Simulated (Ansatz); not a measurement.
## KTaO₃ (cubic perovskite) under strain

KTaO₃ in the cubic perovskite structure, relaxed with r2SCAN in the PAW code Ansatz. It is cubic, Pm-3m (No. 221); a = 3.990 Å in the conventional setting, 12.71 Å³ an atom. Around K lie 12 O at 2.82 Å; around Ta lie 6 O at 2.00 Å; around O lie 2 Ta at 2.00 Å and 4 K at 2.82 Å.

The axes x, y and z are those of this cell:
```
CELL_PARAMETERS angstrom
3.99013 0.00000 0.00000
0.00000 3.99013 0.00000
0.00000 0.00000 3.99013
ATOMIC_POSITIONS crystal
K 0.00000 0.00000 0.00000
Ta 0.50000 0.50000 0.50000
O 0.50000 0.50000 0.00000
O 0.50000 0.00000 0.50000
O 0.00000 0.50000 0.50000
```

Unstrained: The PBE gap is indirect, 2.219 eV (R to Γ), below the direct gap of 2.830 eV at Γ. The r2SCAN gap is indirect, 2.625 eV (R to Γ), below the direct gap of 3.265 eV at Γ. The HSE06 gap is indirect, 3.565 eV (R to Γ), below the direct gap of 4.220 eV at Γ. Meshes: PBE 6×6×6, r2SCAN 6×6×6, HSE06 4×4×4. Strains are changes of length per length, and xy shears are angles. After each strain the atoms were relaxed again with r2SCAN within the symmetry that the strain leaves, so tilts or polar shifts that break it weren't tested; points keep the names that they have in the unstrained zone. No spin polarisation and no zero-point or thermal motion.

Changes of the least gap in eV (an overlap counts as a negative gap):
```csv
strain,volume change (%),space group,PBE,r2SCAN,HSE06,"energy rise, r2SCAN (meV/atom)"
"xy shear, engineering strain (angle) -1.5 %",0.0,Cmmm,-0.028,-0.029,-0.029,1.0
isotropic +1.0 % on every length,+3.0,Pm-3m,-0.068,-0.079,-0.086,7.2
"epitaxial -1.5 % in the xy plane, free normal strain +0.56 %",-2.4,P4/mmm,+0.034,+0.040,+0.045,9.7
isotropic +3.0 % on every length,+9.3,Pm-3m,-0.209,-0.241,-0.263,60.7
```

Xy shear, engineering strain (angle) -1.5 %. HSE06: the gap goes from 3.565 to 3.536 eV (-0.029 eV). Stress change with r2SCAN, compression positive: xx +0.01, yy +0.01, zz +0.01, xy +1.62 GPa.

Isotropic +1.0 % on every length. HSE06: the gap goes from 3.565 to 3.479 eV (-0.086 eV). Stress change with r2SCAN, compression positive: xx -5.84, yy -5.84, zz -5.84 GPa. For HSE06, dE_g/d ln V = -2.9 eV over this step.

Epitaxial -1.5 % in the xy plane, free normal strain +0.56 %. HSE06: the gap goes from 3.565 to 3.610 eV (+0.045 eV). Stress change with r2SCAN, compression positive: xx +8.42, yy +8.42, zz -0.02 GPa.

Isotropic +3.0 % on every length. HSE06: the gap goes from 3.565 to 3.302 eV (-0.263 eV). Stress change with r2SCAN, compression positive: xx -15.24, yy -15.24, zz -15.24 GPa. For HSE06, dE_g/d ln V = -3.0 eV over this step.

Spin-orbit coupling is left out, which matters wherever the heavy atoms make up the band edges.

The meshes of the hybrids are coarse, so their gaps aren't converged to the digits shown.
